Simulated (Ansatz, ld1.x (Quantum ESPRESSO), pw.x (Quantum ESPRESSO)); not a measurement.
# N (Z = 7): does the TM potential hold in the solid?

nitrogen (N), norm-conserving Troullier–Martins (Kleinman–Bylander form), made with ld1.x (Quantum ESPRESSO) 7.5 (PBE, scalar-relativistic). Core [He], reference 2s1.5 2p3.5. Waves: 2s (bound): rc 1.10 bohr; 3d channel at 0.05 Ry: rc 1.65 bohr; 2p (bound): rc 2.05 bohr. Local part: the p channel. Core correction: Bessel-smoothed model core inside 1.00 bohr.

Atomic tests: cutoffs needed: 45 Ry and 110 Ry (the cutoffs (Ry, on a coarse ladder) from which the occupation-weighted sum of valence levels, in a spherical-Bessel basis at the reference potential, stays within 10 and 1 mRy of its value at 400 Ry); ghost test: no extra level below or beside the all-electron valence levels (s, d, p, f tested) (spherical-Bessel basis up to 400 Ry, 20 bohr box); largest excitation error: +3399 meV (all-electron minus pseudo) for 2s1 2p0, out of 7 test configurations.

Crystal test: bcc N in pw.x 7.5, no spin, 18³ k-points, Fermi–Dirac smearing 0.01 Ry, cutoffs 135/540 Ry. The reference is all-electron LAPW (Ansatz 0.2.0) with the same functional, mesh and smearing; V0 and B0 come from Birch–Murnaghan fits to the pressures at five volumes. Errors are pseudo minus all-electron; Δ is the rms difference of the E(V) curves that follow from these fits, minima aligned, over ±6 % about the mean V0. Mesh and smearing are coarse, so the numbers serve the comparison and aren't converged zero-temperature values; the lattice is a test structure that the element need not adopt. Spin polarisation is left out.

All-electron: a0 = 2.438 Å (V0 = 7.24 Å³/atom), B0 = 184.8 GPa.

Question: How far does the potential miss the all-electron equation of state?

Answer: mean pressure error (GPa): +20.60. The pressure does not cross zero within the volumes sampled, so no fit is given. This is a poor potential for the solid.

```tsv
V (Å³/atom)	P all-electron (GPa)	P pseudo (GPa)
6.885	10.40	34.75
7.066	4.82	27.08
7.247	-0.09	20.31
7.428	-4.43	14.32
7.609	-8.24	9.00
```

Question: At the middle volume, how do free energy and pressure move when the wave cutoff is lowered (ecutrho kept at four times it)?

Answer:

```csv
cutoff (Ry),shift of F (meV/atom),shift of P (GPa)
61,+67.3,-0.15
81,+47.8,-1.98
108,+8.5,-1.20
```

Input at the middle volume:

```
&control
  calculation='scf', prefix='x', pseudo_dir='./', outdir='./tmp', tstress=.true., disk_io='none'
/
&system
  ibrav=0, nat=1, ntyp=1, ecutwfc=135, ecutrho=540, nbnd=9,
  occupations='smearing', smearing='fd', degauss=0.01
/
&electrons
  conv_thr=1e-09, mixing_beta=0.4, electron_maxstep=70
/
ATOMIC_SPECIES
N 1.0 N.UPF
CELL_PARAMETERS angstrom
  -1.21908154 1.21908154 1.21908154
  1.21908154 -1.21908154 1.21908154
  1.21908154 1.21908154 -1.21908154
ATOMIC_POSITIONS crystal
N 0.0000 0.0000 0.0000
K_POINTS automatic
18 18 18 0 0 0
```

```bash
pw.x < N.scf.in > N.scf.out
```

Lines of the output:

```
Message from routine setup:
     using ibrav=0 with symmetry is DISCOURAGED, use correct ibrav instead
     lattice parameter (alat)  =       3.9902  a.u.
     unit-cell volume          =      48.9052 (a.u.)^3
     number of electrons       =         5.00
     number of Kohn-Sham states=            9
     kinetic-energy cutoff     =     135.0000  Ry
     charge density cutoff     =     540.0000  Ry
     scf convergence threshold =      1.0E-09
     Exchange-correlation= PBE
     number of k points=   195  Fermi-Dirac smearing, width (Ry)=  0.0100
     iteration #  1     ecut=   135.00 Ry     beta= 0.40
     total energy              =     -19.34053316 Ry
     estimated scf accuracy    <       0.00074333 Ry
     iteration #  2     ecut=   135.00 Ry     beta= 0.40
     total energy              =     -19.34067720 Ry
     estimated scf accuracy    <       0.00021589 Ry
     iteration #  3     ecut=   135.00 Ry     beta= 0.40
     total energy              =     -19.34070448 Ry
     estimated scf accuracy    <       0.00000679 Ry
     iteration #  4     ecut=   135.00 Ry     beta= 0.40
     total energy              =     -19.34070541 Ry
     estimated scf accuracy    <          5.0E-09 Ry
     iteration #  5     ecut=   135.00 Ry     beta= 0.40
     the Fermi energy is     9.2406 ev
!    total energy              =     -19.34070542 Ry
     estimated scf accuracy    <          7.7E-10 Ry
     smearing contrib. (-TS)   =      -0.00245518 Ry
     The total energy is F=E-TS. E is the sum of the following terms:
     one-electron contribution =       3.64363591 Ry
     hartree contribution      =       1.51932730 Ry
     xc contribution           =      -4.75479634 Ry
     ewald contribution        =     -19.74641711 Ry
     convergence has been achieved in   5 iterations
          total   stress  (Ry/bohr**3)                   (kbar)     P=      203.10
     Message from routine punch:
     Nothing written, as per user request (disk_io='none')
```

The run at the middle volume (195 k-points, 5 iterations) took about 19 s on one core of a shared host (Neoverse-V1, 32 threads, 247 GiB, load 12).
